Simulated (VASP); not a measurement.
Crystal: ZnS (Wurtzite-2H).

```
CELL_PARAMETERS angstrom
3.81100 0.00000 0.00000
-1.90550 3.30042 0.00000
0.00000 0.00000 6.23400
ATOMIC_POSITIONS crystal
Zn 0.66667 0.33333 0.50000
Zn 0.33333 0.66667 0.00000
S 0.66667 0.33333 0.88500
S 0.33333 0.66667 0.38500
```

Base run:

```yaml
Program: VASP 6.6.1
Functional: MS2
Potentials_or_basis: VASP PAW PBE potentials, release 64 (Zn, S)
Cutoff: 520 eV
k_mesh: 8 × 8 × 5
Occupations: fermi-dirac, width 0.05 eV
Spin: no spin polarisation
```

Its results: band gap on the k mesh 2.64 eV, direct; pressure -0.1 GPa; largest force 0.265 eV/Å.

**Question.** After a change of settings the same cell gave: band gap on the k mesh 2.83 eV, direct; pressure 0.2 GPa; largest force 0.318 eV/Å. Which change was it?
A. functional from MS2 to LAK; further incar settings from ALGO = Normal; EDIFF = 1e-06; NBANDS = 26 to ALGO = Normal; EDIFF = 1e-06
B. functional from MS2 to r2SCAN
C. functional from MS2 to revTPSS; further incar settings from ALGO = Normal; EDIFF = 1e-06; NBANDS = 26 to ALGO = Normal; EDIFF = 1e-07
D. functional from MS2 to TPSS

**Answer.** B.

Caveats: the PAW data sets were made with another functional, which shifts forces and pressure a little; an odd mesh through Γ misses points on the zone boundary, where band edges often lie (some runs).

Not every run made on this cell is shown here.
